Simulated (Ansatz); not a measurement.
# SrTiO3 (Pm-3m) at 3 levels of theory

One geometry, relaxed with PBE; plane waves with PAW potentials in Ansatz, scalar-relativistic. No spin polarisation. +U rows take U_eff Ti 4.00 eV on the d shells. Gaps are the least over mesh and band path; pressure is positive in compression.

```cif
data_structure
_symmetry_space_group_name_H-M 'Pm-3m'
_symmetry_Int_Tables_number 221
_cell_length_a 3.9365
_cell_length_b 3.9365
_cell_length_c 3.9365
_cell_angle_alpha 90.000
_cell_angle_beta 90.000
_cell_angle_gamma 90.000
_cell_volume 61.00
loop_
_atom_site_label
_atom_site_type_symbol
_atom_site_symmetry_multiplicity
_atom_site_Wyckoff_symbol
_atom_site_fract_x
_atom_site_fract_y
_atom_site_fract_z
_atom_site_occupancy
Sr1 Sr 1 a 0.00000 0.00000 0.00000 1
Ti1 Ti 1 b 0.50000 0.50000 0.50000 1
O1 O 3 c 0.00000 0.50000 0.50000 1
```

| level | cutoff (eV) | k mesh | gap (eV) | pressure (GPa) |
| --- | --- | --- | --- | --- |
| PBE | 420 | 8×8×8 | 1.84 | 0.0 |

Problem. What comes out on the same cell with r2SCAN, PBE+U?

Solution.
```tsv
level	cutoff (eV)	k mesh	gap (eV)	pressure (GPa)
r2SCAN	500	8×8×8	2.21	-4.1
PBE+U	420	8×8×8	2.32	1.4
```

It was relaxed from a cell as deposited in COD.
